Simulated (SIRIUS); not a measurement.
**Pd: equation of state with BLYP**

Crystal: Pd.

```
Pd
1.0
     0.00000    1.94650    1.94650
     1.94650    0.00000    1.94650
     1.94650    1.94650    0.00000
Pd
1
Direct
  0.00000 0.00000 0.00000
```

```json
{"Program": "SIRIUS 7.12.0", "Task": "equation of state", "Functional": "BLYP", "Potentials or basis": "all-electron FP-LAPW", "Cutoff": "169 eV", "Basis": "apw+lo standard", "k mesh": "12 × 12 × 12", "Occupations": "fermi-dirac, width 0.05 eV", "Spin": "no spin polarisation"}
```

- Equilibrium volume: 16.38 Å³/atom (rough: see the caveat)
- Bulk modulus: 120 GPa (rough)

Energy against volume, from the lowest point:
```tsv
volume (Å³/atom)	energy (meV/atom)
13.865	205.58
14.160	148.17
14.455	101.69
14.750	64.81
15.045	36.26
15.340	14.66
15.635	0.00
```

All runs of the series together: 3 min on 1 thread of Arm Neoverse V2, with other jobs on the host.

Caveat: the minimum lies outside the volumes run; the basis cutoff falls short for Ag, Pd and Pb here, so volumes come out up to a per cent or two small and moduli rough.
